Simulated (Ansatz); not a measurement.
We consider zinc-blende AlSb, described by PBE in Ansatz (plane waves, PAW).

Run with plane-wave cutoff 520 eV, 10×10×10 k mesh, Fermi–Dirac smearing 0.01 eV, scalar-relativistic PAW data made under PBE.

Response to compression and expansion:

```tsv
V (Å³/atom)	P (GPa)	direct gap at Γ (eV)
28.344	3.50	1.761
28.947	2.21	1.594
29.550	1.04	1.433
30.153	0.00	1.278
30.756	-0.93	1.128
31.359	-1.77	0.985
31.962	-2.52	0.846
```

A straight line through the gaps at Γ against ln V gives a volume deformation potential dE_g(Γ)/d ln V of -7.6 eV: the gap at Γ widens under compression.

Measured, for comparison: band gap 1.73 eV (zero-point renormalisation of 35 meV (experimental, the table's column) added back, indirect; as tabulated in Miglio et al. (2020), arXiv:2011.12765).

Spin–orbit coupling is not included; with these elements it can move the gap by several tenths of an eV or more.

Ansatz is a first-principles code.
